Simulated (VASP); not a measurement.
A run of VASP 6.6.1:

INCAR

```
  PREC = Accurate
  ENCUT = 520
  EDIFF = 1E-6
  ISMEAR = -1
  SIGMA = 0.13605693000000002
  LREAL = F
  LASPH = T
  NELM = 80
  ALGO = Normal
  ISIF = 2
  LWAVE = F
  LCHARG = F
  GGA = CA
  NBANDS = 18
```

The input KPOINTS:

```
Automatic mesh
0
Gamma
  10 10 10
```

POSCAR

```
Yb
1.0
    3.1545998138      0.0000000000      0.0000000000
    0.0000000000      3.1545998138      0.0000000000
    0.0000000000      0.0000000000      3.1545998138
Yb
1
Direct
    0.0000000000      0.0000000000      0.0000000000
```

Potentials or basis: VASP PAW PBE potentials, release 64 (Yb).

Launch:

```sh
$ cat potpaw_PBE.64/Yb/POTCAR > POTCAR
$ mpirun -np 1 vasp_std > vasp.out
```

Hardware: 1 thread of Intel(R) Xeon(R) Platinum 8488C (Sapphire Rapids), on a shared host.

Problem. Estimate the wall time of this run.

Solution. It took 18 s on 1 thread of Intel(R) Xeon(R) Platinum 8488C (Sapphire Rapids), with other jobs on the host, peak memory 0.15 GiB. Counts: scf iterations 17, k points 56.
